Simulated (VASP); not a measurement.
Write the native input for VASP 6.6.1 that does the following.

```yaml
Task: single point
Functional: PBEsol
Potentials_or_basis: VASP PAW PBE potentials, release 64 (Be, S)
Cutoff: 520 eV
k_mesh: 6 × 6 × 6
Occupations: gaussian, width 0.05 eV
Spin: no spin polarisation
Dipole_correction: no
Further_INCAR_settings: ALGO = Fast; EDIFF = 1e-06; NBANDS = 11
```

The structure of BeS lies in POSCAR:

```
BeS
1.0
    2.8967047709      0.0000000000      0.0000000000
    0.0000000000      2.8967047709      0.0000000000
    0.0000000000      0.0000000000      2.8967047709
Be S
1 1
Direct
    0.0000000000      0.0000000000      0.0000000000
    0.5000000000      0.5000000000      0.5000000000
```

The cell comes from a database or a generator and needn't be the stable form of this composition.

These files were run (other wordings do the same):

INCAR

```
PREC = Accurate
ENCUT = 520
EDIFF = 1E-6
ISMEAR = 0
SIGMA = 0.05
LREAL = F
LASPH = T
NELM = 80
ALGO = Fast
ISIF = 2
LWAVE = F
LCHARG = T
GGA = PS
LELF = T
LVHAR = T
NBANDS = 11
```

KPOINTS

```
Automatic mesh
0
Gamma
  6 6 6
```

Potentials or basis: VASP PAW PBE potentials, release 64 (Be, S).

Command:

```sh
$ cat potpaw_PBE.64/Be/POTCAR potpaw_PBE.64/S/POTCAR > POTCAR
$ mpirun -np 1 vasp_std > vasp.out
```

It gave:

The pressure is -0.5 GPa. The band gap on the k mesh is none (metal or under the smearing width).

Caveat: the k mesh is coarse (spacing up to 0.36 Å⁻¹), so the values aren't converged; the PAW data sets were made with another functional, which shifts forces and pressure a little.

Wall time 6.5 s on 1 thread of AMD EPYC 7R13 Processor (Zen 3), with other jobs on the host, peak memory 0.1 GiB.
